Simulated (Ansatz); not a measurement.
How TiC stores the work of compression

The calculation used Ansatz, DFT PBEsol, scalar-relativistic, plane waves, PAW. (420 eV cutoff, 16×16×16 k-mesh, Gaussian smearing of 0.10 eV, no spin polarisation)

The relaxed crystal:

```
CELL_PARAMETERS angstrom
0.00000 2.14669 2.14669
2.14669 0.00000 2.14669
2.14669 2.14669 0.00000
ATOMIC_POSITIONS crystal
Ti 0.00000 0.00000 0.00000
C 0.50000 0.50000 0.50000
```

Cell and atoms were relaxed at each target pressure within the start's symmetry (Fm-3m), at zero temperature; other phases can be more stable under pressure. H = E + PV with P the target; E is the free energy at the smearing used, whose derivative the pressure is, per atom and counted from zero pressure.

```csv
P (GPa),V (Å³/atom),E − E0 (meV),H − H0 (meV)
0,9.892,0.0,0.0
2,9.818,0.5,123.0
5,9.713,2.8,305.9
10,9.552,10.3,606.5
20,9.262,37.3,1193.5
40,8.787,125.0,2318.9
```

Question: Thermodynamics gives dH/dP = V along a relaxed path. Integrate V over P by the trapezoid rule and compare with the computed enthalpies.

Answer: With 1 eV/Å³ = 160.22 GPa, each step adds the mean volume times ΔP / 160.22:
```
P (GPa)  ∫V dP (meV) H − H0 (meV) difference (meV)
      2        123.0         123.0               0.0
      5        305.9         305.9               0.0
     10        606.5         606.5               0.0
     20       1193.6        1193.5               0.2
     40       2320.2        2318.9               1.3
```

V(P) curves upward, so the trapezoid rule runs high; integrating a smooth curve through the same points (P as a polynomial of degree 4 in ln V) puts that excess at about 1.7 meV at 40 GPa, against the 1.3 meV found.

Question: At 40 GPa, how much of the enthalpy change is stored energy and how much is the PV term?

Answer: E rises by 125 meV/atom and PV is 40 × 8.787 / 160.22 = 2194 meV/atom, so PV makes 95 % of ΔH. So between rival structures at high pressure a small difference in volume can outweigh the difference in energy: 1 % of this volume is worth 21.9 meV/atom at this pressure.

Question: What bulk modulus do the lowest pressures give?

Answer: From the pressures that the runs reached, -2.02 GPa (9.968 Å³) and 2.04 GPa (9.818 Å³), B = −ΔP/Δln V = 4.06 / 0.0152 = 267 GPa, a mean over that range.